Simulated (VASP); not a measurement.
**NbC: density of states with PBE**

NbC:

```
Nb C
1.0
     0.00000    2.24142    2.24142
     2.24142    0.00000    2.24142
     2.24142    2.24142    0.00000
Nb C
1 1
Direct
  0.00000 0.00000 0.00000
  0.50000 0.50000 0.50000
```

- Program: VASP 6.6.1
- Task: density of states
- Functional: PBE
- Potentials or basis: VASP PAW PBE potentials, release 64 (Nb_sv, C)
- Cutoff: 520 eV
- k mesh: 16 × 16 × 16
- Occupations: gaussian, width 0.1 eV
- Spin: no spin polarisation
- k mesh for the DOS: 24 × 24 × 24
- Occupations for the DOS: tetrahedron
- Further INCAR settings: ALGO = Normal; EDIFF = 1e-07; NBANDS = 16; AMIX = 0.2

The valence electrons inside the program's atomic spheres are Nb 10.63; C 2.41.

Levels at points of the mesh, in eV from the Fermi level:
| k point | band 6 | band 7 | band 8 | band 9 | band 10 | band 11 | band 12 | band 13 |
| --- | --- | --- | --- | --- | --- | --- | --- | --- |
| (0.00, 0.00, 0.00) | -1.32 | -1.32 | -1.32 | -0.24 | -0.24 | -0.24 | 0.32 | 0.32 |
| (0.50, 0.00, 0.00) | -7.53 | -5.10 | -5.10 | 2.08 | 2.08 | 3.49 | 5.73 | 8.80 |
| (0.50, 0.50, 0.00) | -4.15 | -3.88 | -1.33 | -1.33 | 1.93 | 3.16 | 3.16 | 6.34 |

States per cell in windows of 1 eV (zero at the Fermi level; states under -8 eV left out):
```tsv
from (eV)	total	Nb1_d	C2_p	Nb1_p	C2_s	Nb1_s	C2_d
-8.0	0.07	0.01	0.01	0.00	0.00	0.01	0.00
-7.0	0.60	0.13	0.12	0.01	0.01	0.05	0.00
-6.0	0.85	0.19	0.18	0.02	0.01	0.04	0.00
-5.0	3.16	0.97	0.70	0.13	0.01	0.01	0.00
-4.0	1.06	0.37	0.24	0.02	0.00	0.00	0.00
-3.0	0.40	0.13	0.11	0.01	0.00	0.00	0.00
-2.0	0.41	0.15	0.09	0.01	0.00	0.00	0.00
-1.0	0.68	0.34	0.10	0.01	0.00	0.00	0.00
0.0	0.82	0.49	0.09	0.00	0.01	0.01	0.00
1.0	1.42	0.95	0.13	0.01	0.01	0.01	0.00
2.0	1.66	1.17	0.16	0.01	0.01	0.02	0.00
3.0	2.13	1.48	0.26	0.01	0.01	0.04	0.00
4.0	0.55	0.30	0.08	0.01	0.02	0.02	0.00
5.0	0.76	0.42	0.10	0.01	0.05	0.03	0.00
6.0	1.20	0.61	0.13	0.03	0.12	0.02	0.00
7.0	0.67	0.29	0.12	0.03	0.04	0.01	0.00
```

It took 49 s on 1 thread of Intel(R) Xeon(R) 6975P-C (Granite Rapids), with other jobs on the host, peak memory 0.25 GiB.
